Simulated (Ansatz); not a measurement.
# Sr (I4_1/amd) in Ansatz: density of states with LDA+D4

Aim: the density of states of Sr with LDA+D4.

Everything below comes from runs of Ansatz 0.2.0. Logs are shortened: lines on timing, memory, paths and dates and some standing lists are left out, and cuts for length are marked.

**1. Starting point**

It takes space group I4_1/amd (No. 141, tetragonal). The conventional cell has a = 7.413 Å, b = 7.413 Å, c = 4.042 Å, α = 90.00°, β = 90.00°, γ = 90.00°. Sr (site symmetry -4m2) has 6 Sr at 3.84 to 4.04 Å as nearest neighbours.

This isn't the form of Sr at room conditions, which is fcc.

**2. Density of states, LDA+D4**

Contents of input.yaml:

```yaml
crystal:
  lattice:
    - [-3.706358277, 3.706358277, 2.0208764669]
    - [3.706358277, -3.706358277, 2.0208764669]
    - [3.706358277, 3.706358277, -2.0208764669]
  atoms:
    - { symbol: Sr, position: [0.0, 0.0, 0.0] }
    - { symbol: Sr, position: [0.75, 0.25, 0.5] }
kpoints:
  mp_grid: { grid: [8, 8, 8] }
scf:
  occupations: { method: methfessel_paxton, width: 0.1 }
hamiltonian:
  xc: lda
  dispersion: d4
  pseudopotentials: { kind: all_electron, lapw: { basis_error: 0.001 } }
output:
  forces: true
  stress: true
  eigenvalues: true
  dos: { projected: false, de: 0.1, e_range: [-20, 10] }
```

Potentials or basis: all-electron LAPW, scalar-relativistic.

The run is started by

```sh
$ ansatz run input.yaml --threads 1 --pin off --max-ram 3072MiB --backend cpu --events-out ev --progress --plain --runs-dir out
```

The program printed:

```text
Warning: the engine holds no damping parameters fitted to this dispersion correction and functional, so the run takes those fitted to pbe (hamiltonian.dispersion, under Limitations)
Warning: RAYON_NUM_THREADS=1 ignored (pool sized by the plan → 1); use --threads N
LAPW: plane waves up to 4.968 Å⁻¹, error target 1.0e-3 eV per atom; small_component_spin mean_spin; Sr in spheres of 1.921 Å, 20 of its electrons in bands, Dirac shells [] (how accurate: hamiltonian.pseudopotentials.lapw.basis_error, Limitations)
Engine: ansatz 0.2.0, aarch64-unknown-linux-gnu
Pseudopotentials: kind: all_electron
Pseudopotential: Sr, LAPW, valence charge 20, lapw/all_electron/scalar/gaussian/Sr, Koelling and Harmon's equation, gaussian nucleus
Functional definition: SPW92
  exchange = slater_x
  correlation = pw_c
Crystal: 2 atoms, lattice volume = 111.044 Å³
Basis set: ecut = 94.02628762112042 eV, 243 PW (Γ), FFT grids on a1+a2, a2, a3, exchange–correlation at level 2
Bands: 24, of which v1, the nominal top of the filled ones, is band 20 counted from 1 (19 counted from 0)
Symmetry: 16 space group operations
Space group: I41/amd (ITA 141), of the structure as read, at distance tolerance 4.8e-5 Å
k-points: 59 of 512
Non-local potential: Sr, projectors of the file, none
Initial density: superposition of atomic densities (chi_scale 0.1, normalization cell)
Initial wavefunctions: plane waves of lowest kinetic energy (no species holds an atomic orbital)
Functional: x = slater, c = lda
iter 1 solved again at ethr=1.42e-4 eV; its pass at ethr=1.00e-1 eV (dr2=5.69e-2 eV) is discarded
SCF iter   1: F=—  HF=-172838.360273 eV  |F-HF|=—  |Δ(HF+E_count)|=         —  Δρ=4.49e-3  dr2=5.68e-2  ethr=1.42e-4  ⟨swp⟩=3.0  Hψ=8870  notcnv=0
preconditioner: auto → Kerker (q_TF=auto, 2.301 Å⁻¹)  [metal: Δε(μ)=0.026 eV  Ē_g=2.230 eV  σ=0.100 eV  W_gap=0.22  n_scr=16 (ndim 8)  ℏωp=7.0 eV  f_vac=0.000  D(μ)=3.62/eV (n_scr^D=20)]
SCF iter   2: F=—  HF=-172838.363529 eV  |F-HF|=—  |Δ(HF+E_count)|=   3.26e-3  S|Δr|=    0.00e0  Δρ=3.56e-3  dr2=3.71e-2  ethr=1.42e-4  ⟨swp⟩=2.0  Hψ=4578  notcnv=0
SCF iter   3: F=—  HF=-172838.364193 eV  |F-HF|=—  |Δ(HF+E_count)|=   6.64e-4  S|Δr|=    0.00e0  Δρ=1.16e-3  dr2=4.43e-3  ethr=9.27e-5  ⟨swp⟩=2.0  Hψ=4576  notcnv=0
iter 4 solved again at ethr=4.93e-7 eV; its pass at ethr=1.11e-5 eV (dr2=1.97e-4 eV) is discarded
SCF iter   4: F=—  HF=-172838.363875 eV  |F-HF|=—  |Δ(HF+E_count)|=   3.19e-4  S|Δr|=    0.00e0  Δρ=2.78e-4  dr2=1.97e-4  ethr=4.93e-7  ⟨swp⟩=2.0  Hψ=7508  notcnv=0
SCF iter   5: F=—  HF=-172838.363623 eV  |F-HF|=—  |Δ(HF+E_count)|=   2.52e-4  S|Δr|=    0.00e0  Δρ=1.72e-4  dr2=5.85e-5  ethr=4.92e-7  ⟨swp⟩=2.0  Hψ=4579  notcnv=0
SCF iter   6: F=—  HF=-172838.363627 eV  |F-HF|=—  |Δ(HF+E_count)|=   4.37e-6  S|Δr|=    0.00e0  Δρ=7.83e-5  dr2=1.16e-5  ethr=1.46e-7  ⟨swp⟩=2.0  Hψ=4579  notcnv=0
SCF iter   7: F=—  HF=-172838.363629 eV  |F-HF|=—  |Δ(HF+E_count)|=   1.93e-6  S|Δr|=    0.00e0  Δρ=1.21e-5  dr2=2.61e-7  ethr=2.89e-8  ⟨swp⟩=2.0  Hψ=4579  notcnv=0
SCF iter   8: F=-172838.363629 eV  HF=-172838.363629 eV  |F-HF|=1.84e-8  |Δ(HF+E_count)|=   1.06e-7  S|Δr|=    0.00e0  Δρ=4.61e-6  dr2=2.87e-8  ethr=6.54e-10  ⟨swp⟩=3.0  Hψ=4729  notcnv=0
SCF 1 converged in 8 iterations: F = -172838.363629 eV  dr2 = 2.87e-8
SCF converged after 8 iterations
Stability not checked: this state was not tested for a lower state beside it, because cold or Methfessel-Paxton smearing, or corrected tetrahedra, fill the levels in a way that the test cannot read (fill_not_monotonic; see scf.lower_state_search)
Free energy (F): -172838.363629 eV
Harris-Foulkes:  -172838.363629 eV  (|F-HF|=1.84e-8)
Internal energy: -172838.363518 eV  (E = F + TS)
E sigma→0 (E₀):  -172838.363601 eV
Entropy (-TS):   -0.000111 eV (-0.055 meV/atom)
Fermi energy:    5.551149 eV
--- Per-component energies (eV) ---
  E_band       = -2627.365686
  E_kinetic    = 177907.569802
  E_xc         = -5520.673558
  E_electrostatic = -345224.977693  (all electrons and nuclei)
  E_disp       = -0.282069  (pairwise vdW)
  E_smearing   = -0.000111  (= −TS)
  E_closure    = 0.000000  (closes the sum)
  E_atoms      = -172834.883315  (free atoms, spherical and without spin; not in F)
  Σ components = -172838.363629   (vs F -172838.363629, Δ=0.00e0)
  Basis errors (estimates in eV, not in F): energy 4.0e-4 per atom: plane waves 3.8e-4 (2.1e-4 summed), levels above the bands 3.6e-166, relativity 9.8e-10, radial functions 1.4e-5, core shells 3.3e-8; eigenvalues (radial functions only) 7.0e-7; not estimated: angular momenta, meshes, grids; target (lapw.basis_error) 1.0e-3; muffin-tin radii Sr 1.921 Å
--- Forces (eV/Å), atoms counted from 1 ---
  atom   1  Sr     0.00000000     0.00000000     0.00000000
  atom   2  Sr     0.00000000     0.00000000     0.00000000
  max |Σ_I F_I| component: 5.20e-18 eV/Å
--- Stress (GPa, compression-positive) ---
       -1.434137       0.000000       0.000000
        0.000000      -1.434137      -0.000000
        0.000000      -0.000000      -1.998637
  P = ⅓ Tr σ = -1.6223 GPa (-16.223 kbar)
--- Band table (eV; the first three rows and the last of 59) ---
  k-point 0: bands = ["-118.2388", "-118.2388", "-118.2361", "-118.2361", "-118.2361", "-118.2361", "-118.2356", "-118.2356", "-118.2328", "-118.2328", "-31.0437", "-31.0047", "-13.1603", "-13.1603", "-12.9432", "-12.9393", "-12.9149", "-12.9149", "2.0574", "5.2218", "6.1280", "6.5468", "7.1741", "8.1966"]
  k-point 1: bands = ["-118.2388", "-118.2388", "-118.2361", "-118.2361", "-118.2361", "-118.2361", "-118.2356", "-118.2356", "-118.2328", "-118.2328", "-31.0422", "-31.0062", "-13.1525", "-13.1523", "-12.9538", "-12.9381", "-12.9257", "-12.9137", "2.1692", "5.2273", "6.0165", "6.5748", "7.0961", "8.0740"]
  k-point 2: bands = ["-118.2388", "-118.2388", "-118.2361", "-118.2361", "-118.2361", "-118.2361", "-118.2356", "-118.2356", "-118.2328", "-118.2328", "-31.0380", "-31.0104", "-13.1303", "-13.1291", "-12.9800", "-12.9559", "-12.9347", "-12.9142", "2.4960", "4.9909", "6.0026", "6.6649", "6.9293", "7.7631"]
  k-point 58: bands = ["-118.2388", "-118.2388", "-118.2361", "-118.2361", "-118.2361", "-118.2361", "-118.2356", "-118.2356", "-118.2328", "-118.2328", "-31.0240", "-31.0240", "-13.2003", "-13.2003", "-12.9424", "-12.9424", "-12.8878", "-12.8878", "4.3325", "4.3325", "5.5492", "5.5492", "7.1141", "7.1141"]
```

Wall time 9.6 s (1 thread of Arm Neoverse V1, shared host); peak memory 0.27 GiB.

What came out:

```
Free energy            : -172838.3636 eV
Pressure               : -1.6 GPa
Band gap on the k mesh : none (metal or under the smearing width)
```

States per cell in windows of 1 eV (zero at the Fermi level; states under -8 eV left out):
| from (eV) | total |
| --- | --- |
| -8.0 | 0.00 |
| -7.0 | 0.00 |
| -6.0 | 0.00 |
| -5.0 | 0.00 |
| -4.0 | 0.12 |
| -3.0 | 0.62 |
| -2.0 | 1.24 |
| -1.0 | 2.08 |
| 0.0 | 3.51 |
| 1.0 | 4.23 |
| 2.0 | 0.20 |
| 3.0 | 0.00 |
| 4.0 | 0.00 |
| 5.0 | 0.00 |
| 6.0 | 0.00 |
| 7.0 | 0.00 |

Caveat: pairwise dispersion overbinds metals, which lowers pressure and volume; the dispersion damping was fitted for another functional or another form of the correction.
